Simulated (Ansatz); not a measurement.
Molecular dynamics on a 2×2×1 supercell (16 atoms) of CaO (NiAs type), relaxed with r2SCAN. Forces come from PBE in the plane-wave code Ansatz: constant energy and volume (NVE), velocities drawn at 1300 K, steps of 3 fs. Spin polarisation is off, nuclei are classical, and the run is far too short for thermal averages. The structure comes from a prototype and may be hypothetical.

```yaml
crystal:
  lattice:
    - [6.6398732697, 0.0, 0.0]
    - [-3.3199366349, 5.7502989295, 0.0]
    - [0.0, 0.0, 5.8143085363]
  atoms:
    - { symbol: Ca, position: [0.0, 0.0, 0.0] }
    - { symbol: Ca, position: [0.0, 0.0, 0.5] }
    - { symbol: O, position: [0.1666666667, 0.3333333333, 0.25] }
    - { symbol: O, position: [0.3333333333, 0.1666666667, 0.75] }
    - { symbol: Ca, position: [0.0, 0.5, 0.0] }
    - { symbol: Ca, position: [0.0, 0.5, 0.5] }
    - { symbol: O, position: [0.1666666667, 0.8333333333, 0.25] }
    - { symbol: O, position: [0.3333333333, 0.6666666667, 0.75] }
    - { symbol: Ca, position: [0.5, 0.0, 0.0] }
    - { symbol: Ca, position: [0.5, 0.0, 0.5] }
    - { symbol: O, position: [0.6666666667, 0.3333333333, 0.25] }
    - { symbol: O, position: [0.8333333333, 0.1666666667, 0.75] }
    - { symbol: Ca, position: [0.5, 0.5, 0.0] }
    - { symbol: Ca, position: [0.5, 0.5, 0.5] }
    - { symbol: O, position: [0.6666666667, 0.8333333333, 0.25] }
    - { symbol: O, position: [0.8333333333, 0.6666666667, 0.75] }
kpoints:
  mp_grid: { grid: [3, 3, 3] }
hamiltonian:
  xc: pbe
scf:
  occupations: { method: fermi_dirac, width: 0.112 }
md:
  ensemble: nve
  temperature: 1300
  timestep: 3.0
  n_steps: 20
  initial_velocities: maxwell_boltzmann
  seed: 9774
```

Command: `ansatz run input.yaml --threads 4 --pin off --max-ram 3686MiB --backend cpu --events-out ev --progress --plain --runs-dir out`.

Q: It ran on 4 threads of Arm Neoverse V1, on a shared host, load about 0.5 per core. About how long did it take, and what peak of host memory did it reach?

A: About 110 s, with a peak of 0.81 GiB.

```tsv
step	t (fs)	T (K)	free energy F from step 0 (meV/atom)	kinetic energy (meV/atom)	largest force (eV/Å)
0	0	1300	0.0	157.5	0.00
1	3	1261	4.7	152.8	0.49
2	6	1152	18.1	139.6	0.95
3	9	990	38.0	120.0	1.38
4	12	803	60.9	97.3	1.73
5	15	622	83.1	75.3	1.99
6	18	474	101.1	57.4	2.13
7	21	379	112.6	46.0	2.14
8	24	344	116.9	41.7	2.27
9	27	361	114.6	43.7	2.40
10	30	414	108.1	50.1	2.49
11	33	482	99.7	58.4	2.52
12	36	549	91.5	66.5	2.48
13	39	605	84.7	73.3	2.38
14	42	648	79.5	78.6	2.20
15	45	683	75.3	82.8	1.95
16	48	714	71.6	86.6	1.87
17	51	744	68.0	90.1	1.73
18	54	769	64.8	93.2	1.52
19	57	786	62.7	95.3	1.46
20	60	788	62.5	95.4	1.50
```

The temperature starts at 1300 K, is lowest at step 8 (344 K, 24 fs) and ends at 788 K. The atoms start on their lattice sites with kinetic energy alone, so much of it first passes into potential energy. The conserved energy stays within 1.06 meV an atom. By the last step the atoms have moved 0.21 Å in the root mean square, the drift of the whole cell taken out, 0.42 Å at most.

Positions (Å) and forces (eV/Å) at step 20:
```
Ca   0.098   0.089  -0.020    -0.398  -0.222   0.535
Ca  -0.020  -0.093   2.938     0.005  -0.381  -0.260
O    0.005   2.015   1.286     0.160  -1.002   0.434
O    1.686   0.922   4.483    -0.164  -0.054  -0.475
Ca  -1.608   2.963  -0.098    -0.266   0.087  -0.240
Ca  -1.684   2.700   2.719     0.311   0.552   1.147
O   -1.690   4.698   1.545     0.057   1.173  -0.328
O   -0.096   3.677   4.255     0.733   0.117   0.085
Ca   3.359   0.249   0.326    -0.173  -0.659  -0.509
Ca   3.267  -0.172   3.230    -0.206   0.045  -0.735
O    3.291   2.076   1.459    -0.145  -0.687  -0.473
O    4.890   0.951   4.319     0.705  -0.647   0.536
Ca   1.630   3.051  -0.200    -0.038  -0.356   0.804
Ca   1.681   2.812   2.758    -0.396  -0.081   0.135
O    1.622   4.734   1.480     0.204   0.872   0.094
O    3.363   3.681   4.372    -0.389   1.244  -0.749
```
